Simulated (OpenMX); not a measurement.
Br:

```
Br
1.0
     3.36325   -2.32255    0.00000
     3.36325    2.32255    0.00000
     0.00000    0.00000    8.70230
Br
4
Cartesian
  3.3857 0.6560 3.3552
  3.3759 1.6889 7.7164
  3.2985 -0.6329 5.3389
  3.3365 -1.7013 0.8863
```

The cell isn't the ideal one: atoms moved at random, drawn with an rms of 0.05 Å.

Base run:

```yaml
Program: OpenMX 3.8.5
Functional: PBE
Potentials_or_basis: OpenMX 2013 PBE set, Br7.0-s3p2d2, grid cutoff 500 Ry
k_mesh: 7 × 7 × 3
Occupations: fermi-dirac, width 0.05 eV
Spin: no spin polarisation
```

Its results: band gap on the k mesh 1.60 eV, indirect (least direct gap 1.65 eV); pressure 1.7 GPa; largest force 2.140 eV/Å.

Question: The run is repeated on the same cell with these changes: potentials or basis from OpenMX 2013 PBE set, Br7.0-s3p2d2, grid cutoff 500 Ry to OpenMX 2013 PBE set, Br7.0-s3p2d2f1, grid cutoff 260 Ry. What comes out?

Answer: Band gap on the k mesh 1.67 eV, indirect (least direct gap 1.73 eV); pressure 1.4 GPa; largest force 1.715 eV/Å.

Caveats: an odd mesh through Γ misses points on the zone boundary, where band edges often lie; the basis of atomic orbitals isn't converged, which shifts pressures, moduli and gaps.
